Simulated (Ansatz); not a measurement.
# LiCl: what symmetry allows forces and stress to be

```
Li Cl
1.0
     0.00000    2.56476    2.56476
     2.56476    0.00000    2.56476
     2.56476    2.56476    0.00000
Li Cl
1 1
Direct
  0.00000 0.00000 0.00000
  0.52924 0.47076 0.52924
```

Computed with DFT PBEsol, scalar-relativistic, plane waves, PAW in Ansatz.

Cutoff 420 eV; k points 8×8×8 on the computed 2-atom cell (Γ-centred); Gaussian smearing, width 0.02 eV; no spin polarisation.

This distorted cell has space group I4mm, with 8 operations.

Question: Without a calculation: in which directions can each atom feel a force?

Answer: A force must be left unchanged by every operation that keeps its atom in place, so it lies in the space that those operations leave fixed. Atoms that the group maps onto each other feel forces of one size.
```tsv
atom	site symmetry	operations at the site	equivalent to atom	allowed force (Cartesian)
Li1	4mm	8	1	along (0.00, 1.00, 0.00)
Cl2	4mm	8	2	along (0.00, 1.00, 0.00)
```

That leaves 2 independent force components of 6, tied by 1 condition that the forces sum to zero, so 1 remains. A relaxation in this cell that keeps the symmetry moves the atoms in these directions alone.

Question: And the stress tensor?

Answer: It must be invariant under the point group, which leaves 2 independent components: yz, xz, xy vanish; xx = zz.

Question: Do the computed values obey this?

Answer: Yes. Forces (eV/Å):
```
Li1  0.000  0.125  0.000
Cl2  0.000 -0.125  0.000
```

Stress (GPa, compression positive, xx yy zz yz xz xy): -1.29 -0.34 -1.29 0.00 0.00 0.00. The program imposes the same operations on density, forces and stress, so this confirms the analysis and is no independent test of the calculation.